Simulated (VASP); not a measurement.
CuCl: single point with PBE

**Measured values to compare with.**

From a printed reference work, data compilation, for a bulk crystal of CuCl at 4.2 K: band gap 3.399 eV (direct).

The system is CuCl.

```
CELL_PARAMETERS angstrom
0.00000 -2.71010 -2.71010
2.71010 0.00000 -2.71010
2.71010 -2.71010 0.00000
ATOMIC_POSITIONS crystal
Cu 0.00000 0.00000 0.00000
Cl 0.75000 0.75000 0.75000
```

```yaml
Program: VASP 6.6.1
Task: single point
Functional: PBE
Potentials_or_basis: VASP PAW PBE potentials, release 64 (Cu, Cl)
Cutoff: 520 eV
k_mesh: 6 × 6 × 6
Occupations: gaussian, width 0.1 eV
Spin: collinear spin, typed start
Starting_moments: "[1.0, 0.0] μB"
```

| Property | Result |
| --- | --- |
| Pressure | 0.2 GPa |
| Band gap on the k mesh | 0.53 eV, direct |
| Net moment | 0.00 μB per cell |
| Valence electrons inside the program's atomic spheres | Cu 9.91; Cl 5.09 |

Levels at points of the mesh, in eV from the valence-band top:
Spin up:
```
           k point  band 5  band 6  band 7  band 8  band 9  band 10  band 11  band 12  band 13  band 14
(0.00, 0.00, 0.00)   -1.46   -1.46    0.00    0.00    0.00     0.53     6.75     6.75     6.75    11.72
(0.50, 0.00, 0.00)   -1.39   -1.39   -1.34   -0.55   -0.55     2.89     6.78     7.18     7.18    11.93
(0.50, 0.50, 0.00)   -1.59   -1.36   -1.28   -1.08   -1.08     3.45     4.47     8.74    10.96    10.96
```
Spin down:
```tsv
k point	band 6	band 7	band 8	band 9	band 10	band 11	band 12	band 13
(0.00, 0.00, 0.00)	-1.46	0.00	0.00	0.00	0.53	6.75	6.75	6.75
(0.50, 0.00, 0.00)	-1.39	-1.34	-0.55	-0.55	2.89	6.78	7.18	7.18
(0.50, 0.50, 0.00)	-1.36	-1.28	-1.08	-1.08	3.45	4.47	8.74	10.96
```

Run time: 16 s on 1 thread of Intel(R) Xeon(R) 6975P-C (Granite Rapids), on a shared host, peak memory 0.18 GiB.

Measured gap of CuCl: 3.399 eV (direct; 4.2 K; a printed reference work, data compilation). This calculation gives 0.53 eV (-2.86 eV). So large a miss can be the level of theory's own, or it may mean another phase, state or a wrong row. The value is that of PBE, without temperature or zero-point motion. Semilocal functionals fall short of measured gaps as a rule.
